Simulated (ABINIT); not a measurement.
Crystal: Pd.

```
Pd
1.0
     2.78367    0.00000    0.00000
    -1.39183    2.41072    0.00000
     0.00000    0.00000    4.62889
Pd
2
Cartesian
  0.0000 1.6071 1.1572
  1.3918 0.8036 3.4717
```

This isn't the form of Pd at room conditions, which is fcc.

| Item | Value |
| --- | --- |
| Program | ABINIT 10.8.3 (patched build) |
| Task | relaxation of cell and atoms |
| Functional | PBEsol |
| Potentials or basis | PseudoDojo NC SR PBEsol v0.4.1 standard |
| Cutoff | 1116 eV |
| k mesh | 8 × 8 × 4 |
| Occupations | fermi-dirac, width 0.05 eV |
| Spin | no spin polarisation |

At the start: pressure -10.4 GPa; volume 15.53 Å³/atom.

How do energy, volume and symmetry change on relaxing?

Over 8 steps the energy falls by 31.4 meV/atom and the volume is 14.62 Å³/atom (-5.8 %); space group P6_3/mmc (No. 194, to 0.05 Å).

The path:
```csv
step,energy change (eV),largest force (eV/Å),pressure (GPa),volume (Å³)
1,0.0000,0.0000,-10.37,31.06
2,-0.0484,0.0000,-5.33,30.09
3,-0.0625,0.0000,0.75,29.14
4,-0.0628,0.0000,-0.04,29.25
5,-0.0628,0.0000,0.00,29.25
6,-0.0628,0.0000,0.03,29.24
7,-0.0628,0.0000,0.02,29.25
8,-0.0628,0.0000,0.00,29.25
```

Final structure:
```
Pd
1.0
     2.72615    0.00000    0.00000
    -1.36307    2.36091    0.00000
     0.00000    0.00000    4.54440
Pd
2
Cartesian
  0.0000 1.5739 1.1361
  1.3631 0.7870 3.4083
```
